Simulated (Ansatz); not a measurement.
# SnSe: how well frozen cores do, part 2 of 2

The same cell of SnSe is computed with full-potential LAPW, PAW on the default files and all-electron PAW on datasets made for the crystal, to set the results side by side.

Ansatz 0.2.0; DFT PBEsol; a Materials Project cell. «Crystal datasets» are all-electron PAW datasets made for this crystal. Earlier steps stand in the parts before.

### Step 3. PAW on the default files

The input, input.yaml:

```yaml
crystal:
  lattice:
    - [2.1353299143, -6.0240338759, 0.0]
    - [2.1353299143, 6.0240338759, 0.0]
    - [0.0, 0.0, 4.25993691]
  atoms:
    - { symbol: Sn, position: [0.12871498, 0.87128502, 0.75] }
    - { symbol: Sn, position: [0.87128502, 0.12871498, 0.25] }
    - { symbol: Se, position: [0.35326805, 0.64673195, 0.75] }
    - { symbol: Se, position: [0.64673195, 0.35326805, 0.25] }
kpoints:
  mp_grid: { grid: [6, 6, 6] }
  band_path:
    path:
      - [0.0, 0.0, 0.0]
      - [-0.5, 0.5, 0.0]
      - [-0.2814119694, 0.7185880306, 0.0]
      - [0.2814119694, 0.2814119694, 0.0]
      - [0.0, 0.0, 0.0]
      - [0.0, 0.0, 0.5]
      - [0.2814119694, 0.2814119694, 0.5]
      - [-0.2814119694, 0.7185880306, 0.5]
      - [-0.5, 0.5, 0.5]
    npoints: 8
scf:
  occupations: { method: fermi_dirac, width: 0.03 }
hamiltonian:
  xc: pbesol
  pseudopotentials: { kind: paw }
output:
  forces: true
  stress: true
  eigenvalues: true
  efg: { contact_densities: true }
  populations: true
  bader: true
  dos: { projected: true, de: 0.2, e_range: [-14, 8] }
```

What it wrote:

```text
Sn: output.efg is read without spin–orbit coupling, which moves field gradients at and beside such atoms by some per cent and up to a factor of two; PAW files take it under magnetization.noncollinear and magnetization.spin_orbit
Engine: ansatz 0.2.0
Pseudopotentials: kind: paw
Pseudopotential: Sn, paw, valence charge 14, recommended cutoff 420 eV (normal)
Pseudopotential: Se, paw, valence charge 16, recommended cutoff 420 eV (normal)
Functional definition: PBEsol
  exchange = pbesol_x
  correlation = pbesol_c
Crystal: 4 atoms, lattice volume = 109.594 Å³
Basis set: ecut = 420 eV, 2129 PW (Γ), exchange–correlation on 90×90×60 points (8 copies of the dense FFT grid, shifted against one another)
Bands: 36, of which v1, the nominal top of the filled ones, is band 30 counted from 1 (29 counted from 0)
Symmetry: 8 space group operations
Space group: Cmcm (ITA 63), of the structure as read, at distance tolerance 4.8e-5 Å
k-points: 52 of 216
Non-local potential: Sn, projectors of the file, l = 0: 2, l = 1: 2, l = 2: 2, l = 3: 2
Non-local potential: Se, projectors of the file, l = 0: 2, l = 1: 2, l = 2: 3, l = 3: 1
PAW form: soft (Blöchl's): semilocal exchange-correlation on the pseudo side does not see the compensation charge
PAW frozen core: Sn, regenerated for the run's functional, and the local potential with it (the file was generated under x = pbe(κ = 0.804, μ = 0.2195149727645171), c = pbe(β = 0.06672455060314922))
PAW frozen core: Se, regenerated for the run's functional, and the local potential with it (the file was generated under x = pbe(κ = 0.804, μ = 0.2195149727645171), c = pbe(β = 0.06672455060314922))
PAW one-centre angular grid: Sn, 590 points (default); XC on 64 Gauss nodes
PAW one-centre angular grid: Se, 590 points (default); XC on 64 Gauss nodes
Initial density: superposition of atomic densities (neutral atoms: chi_scale 0, normalization atom), corrected by the library's trained network
Initial wavefunctions: pseudopotential atomic-orbital guess
Functional: x = pbesol(κ = 0.804, μ = 0.12345679012345678), c = pbesol(β = 0.046)
SCF iter   1: F=—  HF=-22749.651581 eV  |F-HF|=—  |Δ(HF+E_count)|=         —  Δρ=2.66e-3  dr2=1.07e-2  ethr=1.77e-3  ⟨swp⟩=7.2  Hψ=7750  notcnv=0
preconditioner: auto → Resta (q_TF=auto, 2.468 Å⁻¹)  ε∞=2.8  [insulator: Δε(μ)=0.150 eV  Ē_g=16.565 eV  σ=0.030 eV  W_gap=0.84  n_scr=26 (ndim 8)  ℏωp=22.4 eV  f_vac=0.001  D(μ)=0.06/eV (n_scr^D=0)  ε∞_Penn≈2.8]
SCF iter   2: F=—  HF=-22749.646246 eV  |F-HF|=—  |Δ(HF+E_count)|=   5.34e-3  Δρ=1.19e-3  dr2=1.48e-3  ethr=1.79e-5  ⟨swp⟩=2.5  Hψ=3434  notcnv=0  defer=75
SCF iter   3: F=—  HF=-22749.645997 eV  |F-HF|=—  |Δ(HF+E_count)|=   2.49e-4  Δρ=3.84e-4  dr2=1.70e-4  ethr=2.46e-6  ⟨swp⟩=2.0  Hψ=2779  notcnv=0  defer=75
SCF iter   4: F=—  HF=-22749.646013 eV  |F-HF|=—  |Δ(HF+E_count)|=   1.66e-5  Δρ=1.60e-4  dr2=2.46e-5  ethr=2.84e-7  ⟨swp⟩=2.0  Hψ=2130  notcnv=0  defer=75
SCF iter   5: F=—  HF=-22749.646028 eV  |F-HF|=—  |Δ(HF+E_count)|=   1.45e-5  Δρ=2.14e-5  dr2=5.55e-7  ethr=4.11e-8  ⟨swp⟩=2.0  Hψ=3357  notcnv=0  defer=75
SCF iter   6: F=—  HF=-22749.646028 eV  |F-HF|=—  |Δ(HF+E_count)|=   2.85e-7  Δρ=8.13e-6  dr2=6.28e-8  ethr=1.67e-10  ⟨swp⟩=9.1  Hψ=9547  notcnv=0
SCF iter   7: F=-22749.646028 eV  HF=-22749.646028 eV  |F-HF|=6.60e-9  |Δ(HF+E_count)|=   2.44e-9  Δρ=2.83e-6  dr2=6.69e-9  ethr=1.05e-10  ⟨swp⟩=4.0  Hψ=6745  notcnv=0
SCF 1 converged in 7 iterations: F = -22749.646028 eV  dr2 = 6.69e-9
NSCF: frozen V_eff on 65 k-points
SCF converged after 7 iterations
Free energy (F): -22749.646028 eV
Harris-Foulkes:  -22749.646028 eV  (|F-HF|=6.60e-9)
Internal energy: -22749.645877 eV  (E = F + TS)
E sigma→0 (E₀):  -22749.645953 eV
Entropy (-TS):   -0.000150 eV (-0.038 meV/atom)
Fermi energy:    8.718265 eV
--- Per-component energies (eV) ---
  E_band       = -966.934030
  E_kinetic    = 607.251203
  E_local      = -6792.847233  (includes V_loc(G=0)·N_el)
  E_nonlocal   = -1247.262899
  E_hartree    = 3560.211251
  E_xc         = -965.950779
  E_vxc        = -390.344747  (∫ρ·V_xc dr)
  E_paw        = -11859.930702  (= ΣΔE_a)
  E_vpaw       = -264.148021  (= ΣTr[D̂ρ^β])
  E_aug_tail   = -0.001231  (compensation charges beyond the density's cutoff)
  E_ewald      = -6053.702068
  E_core_change = 2.586580  (= ΣΔE_core)
  E_smearing   = -0.000150  (= −TS)
  E_closure    = 0.000000  (closes the sum)
  Σ components = -22749.646028   (vs F -22749.646028, Δ=0.00e0)
--- Forces (eV/Å), atoms counted from 1 ---
  atom   1  Sn    -0.00000000     0.04943425     0.00000000
  atom   2  Sn     0.00000000    -0.04943425     0.00000000
  atom   3  Se    -0.00000000    -0.12223304     0.00000000
  atom   4  Se     0.00000000     0.12223304     0.00000000
  max |Σ_I F_I| component: 0.00e0 eV/Å
--- Stress (GPa, compression-positive) ---
       -1.950403      -0.000000       0.000000
       -0.000000      -1.386187       0.000000
        0.000000       0.000000      -1.876650
  P = ⅓ Tr σ = -1.7377 GPa (-17.377 kbar)
--- PAW observables at the nuclei: V_zz in 10²¹ V/m², potentials from the cell's mean, atoms counted from 1 ---
  atom   1  Sn V_zz =   -12.811741   η = 0.0253   by run symmetry: allowed
            electrostatic potential = -8171.084803 V   contact ρ = 1234683.033844 e/Å³
  atom   2  Sn V_zz =   -12.811741   η = 0.0253   by run symmetry: allowed
            electrostatic potential = -8171.084803 V   contact ρ = 1234683.033844 e/Å³
  atom   3  Se V_zz =    -0.724892   η = 0.8423   by run symmetry: allowed
            electrostatic potential = -4711.171842 V   contact ρ = 262404.462463 e/Å³
  atom   4  Se V_zz =    -0.724892   η = 0.8423   by run symmetry: allowed
            electrostatic potential = -4711.171842 V   contact ρ = 262404.462463 e/Å³
--- Band table (eV; the first three rows and the last of 52) ---
  k-point 0: bands = ["-38.8400", "-38.8400", "-38.8395", "-38.8393", "-38.8377", "-38.8374", "-38.8372", "-38.8371", "-38.8360", "-38.8356", "-12.7608", "-12.7571", "-12.7498", "-12.7481", "-12.7390", "-12.7274", "-12.7168", "-12.7069", "-12.7035", "-12.6863", "-5.1614", "-3.7142", "2.4339", "3.2526", "3.6594", "5.1168", "5.4084", "6.3212", "6.8359", "8.0206", "11.9817", "12.5179", "12.5490", "13.1700", "13.3143", "13.3342"]
  k-point 1: bands = ["-38.8400", "-38.8400", "-38.8395", "-38.8394", "-38.8376", "-38.8374", "-38.8372", "-38.8371", "-38.8360", "-38.8357", "-12.7571", "-12.7553", "-12.7520", "-12.7507", "-12.7381", "-12.7243", "-12.7167", "-12.7060", "-12.7032", "-12.6896", "-5.0252", "-3.7258", "1.9573", "2.8408", "3.8008", "5.5307", "5.6157", "6.4949", "7.1653", "7.7937", "11.6568", "11.8016", "11.9087", "12.8518", "12.9363", "12.9412"]
  k-point 2: bands = ["-38.8400", "-38.8400", "-38.8395", "-38.8394", "-38.8376", "-38.8375", "-38.8371", "-38.8371", "-38.8359", "-38.8357", "-12.7564", "-12.7557", "-12.7519", "-12.7518", "-12.7321", "-12.7177", "-12.7169", "-12.7043", "-12.7028", "-12.6976", "-4.6558", "-3.8447", "1.3548", "1.9794", "4.3473", "5.8381", "6.1816", "6.8680", "7.5772", "7.8883", "10.1804", "10.3795", "10.5255", "11.2029", "13.1863", "13.4108"]
  k-point 51: bands = ["-38.8400", "-38.8400", "-38.8395", "-38.8395", "-38.8375", "-38.8375", "-38.8371", "-38.8371", "-38.8358", "-38.8358", "-12.7567", "-12.7567", "-12.7498", "-12.7498", "-12.7305", "-12.7305", "-12.7046", "-12.7046", "-12.6998", "-12.6998", "-4.1502", "-4.1502", "0.8892", "0.8892", "6.7016", "6.7016", "6.8359", "6.8359", "7.5908", "7.5908", "10.0298", "10.0298", "10.5877", "10.5877", "11.0745", "11.0745"]
--- Löwdin populations: 4 sites ---
  site symbol       q [e]
     0     Sn     13.6403
     1     Sn     13.6403
     2     Se     16.2928
     3     Se     16.2928
  spilling = 0.002228 (of n_electrons = 60.000000)
--- Bader charges: 4 sites ---
  site symbol  charge [e]  shift [e]
     0     Sn      0.8226     0.0003
     1     Sn      0.8226     0.0003
     2     Se     -0.8226     0.0003
     3     Se     -0.8226     0.0003
  estimated error of the sums over rays = 2.9e-4 e
```

Run time: 45 s. Hardware: 1 thread, shared host.

In short: pressure -1.74 GPa; gap 0.18 eV; largest force 0.122 eV/Å; Vzz Sn1 -12.81 (η = 0.03), Se3 -0.72 (η = 0.84) (10²¹ V/m²).

```csv
atom,Bader charge (e),basin volume (Å³)
Sn1,+0.82,24.81
Se3,-0.82,29.99
```

### Step 4. All-electron PAW on datasets made for the crystal

input.yaml, as its differences from that of step 3:

```diff
@@ -28,3 +28,3 @@
   xc: pbesol
-  pseudopotentials: { kind: paw }
+  pseudopotentials: { kind: all_electron, datasets: crystal }
 output:
@@ -34,4 +34 @@
   efg: { contact_densities: true }
-  populations: true
-  bader: true
-  dos: { projected: true, de: 0.2, e_range: [-14, 8] }
```

What it wrote, shortened:

```text
[...]
Sn: output.efg is read without spin–orbit coupling, which moves field gradients at and beside such atoms by some per cent and up to a factor of two; PAW files take it under magnetization.noncollinear and magnetization.spin_orbit
[...]
[... 1 set-up line as earlier in the session ...]
Pseudopotential: Sn, paw, valence charge 14, recommended cutoff 240 eV (normal), Koelling and Harmon's equation, gaussian nucleus
Pseudopotential: Se, paw, valence charge 16, recommended cutoff 240 eV (normal), Koelling and Harmon's equation, gaussian nucleus
[... 1 set-up line as earlier in the session ...]
[...]
Crystal: 4 atoms, lattice volume = 109.594 Å³
Basis set: ecut = 240 eV, 917 PW (Γ), exchange–correlation on 72×72×48 points (8 copies of the dense FFT grid, shifted against one another)
Bands: 24, of which v1, the nominal top of the filled ones, is band 20 counted from 1 (19 counted from 0)
[...]
       -0.000000      -1.394023       0.000000
        0.000000       0.000000      -1.875218
  P = ⅓ Tr σ = -1.7392 GPa (-17.392 kbar)
  It holds what live shells' own plane waves past their cutoff add
--- PAW observables at the nuclei: V_zz in 10²¹ V/m², potentials from the cell's mean, atoms counted from 1 ---
  atom   1  Sn V_zz =   -12.940395   η = 0.0265   by run symmetry: allowed
            electrostatic potential = -8169.147095 V   contact ρ = 1234582.856436 e/Å³
  atom   2  Sn V_zz =   -12.940395   η = 0.0265   by run symmetry: allowed
            electrostatic potential = -8169.147095 V   contact ρ = 1234582.856436 e/Å³
  atom   3  Se V_zz =    -0.727474   η = 0.8466   by run symmetry: allowed
            electrostatic potential = -4709.528889 V   contact ρ = 262472.447038 e/Å³
  atom   4  Se V_zz =    -0.727474   η = 0.8466   by run symmetry: allowed
            electrostatic potential = -4709.528889 V   contact ρ = 262472.447038 e/Å³
--- Band table (eV; the first three rows and the last of 52) ---
[... band rows left out ...]
[...]
```

Wall time 25 s (1 thread, shared host).

Read from it: pressure -1.74 GPa; gap 0.18 eV; largest force 0.121 eV/Å; Vzz Sn1 -12.94 (η = 0.03), Se3 -0.73 (η = 0.85) (10²¹ V/m²).

```csv
atom,contact density (e/Å³)
Sn1,1234583
Se3,262472.4
```

### Step 5. Comparison

Highest filled and lowest empty level at the labelled points (eV from each run's valence-band top):

```csv
point,LAPW top,LAPW bottom,PAW top,PAW bottom,crystal datasets top,crystal datasets bottom
Γ,-0.60,3.36,-0.60,3.36,-0.60,3.36
Y,-0.63,0.18,-0.62,0.18,-0.63,0.18
C0,-0.16,0.85,-0.16,0.85,-0.16,0.85
Σ0,-0.16,0.85,-0.16,0.85,-0.16,0.85
Γ,-0.60,3.36,-0.60,3.36,-0.60,3.36
Z,-0.38,0.80,-0.38,0.80,-0.38,0.80
A0,-1.91,2.48,-1.90,2.48,-1.91,2.48
E0,-1.91,2.48,-1.90,2.48,-1.91,2.48
T,-1.03,1.41,-1.03,1.41,-1.03,1.41
```

| method | pressure (GPa) | gap (eV) | largest force (eV/Å) | Vzz Sn1 (10²¹ V/m²) | Vzz Se3 (10²¹ V/m²) | SCF cycles, all passes |
| --- | --- | --- | --- | --- | --- | --- |
| LAPW | -1.74 | 0.18 | 0.121 | – | – | 8 |
| PAW | -1.74 | 0.18 | 0.122 | -12.81 | -0.72 | 7 |
| crystal datasets | -1.74 | 0.18 | 0.121 | -12.94 | -0.73 | 8 |

### Step 6. Results

What follows sums up all 2 parts.

| quantity | value |
| --- | --- |
| pressure | LAPW -1.74, PAW -1.74, crystal datasets -1.74 GPa |
| gap (LAPW) | 0.18 eV |
| largest force | LAPW 0.121, PAW 0.122, crystal datasets 0.121 eV/Å |
| Bader charges (PAW) | Sn1 +0.82, Se3 -0.82 e |

**Reading.** At this geometry the cell is under tension of 1.7 GPa, so it would shrink if let go. A gap opens: 0.18 eV. It is the Kohn-Sham gap of a semilocal functional, which mostly lies below the gap found in experiment. The top eV of the valence band is mostly Se 4p (62 % of the projected weight). The projection holds only the free atom's occupied shells (Sn 5s, Sn 5p, Se 4s, Se 4p in this range). The field gradient at Sn1, the largest by crystal datasets, is -12.81 by PAW and -12.94 by crystal datasets (10²¹ V/m²), within 5 %. No spin–orbit coupling: at heavy atoms the gradients can be off by tens of per cent for that reason. In pressure, PAW differs from LAPW by less than 0.01 GPa and less than 0.01 eV in the gap. The forces differ by at most 1 meV/Å in a component, on a largest force of 0.121 eV/Å.
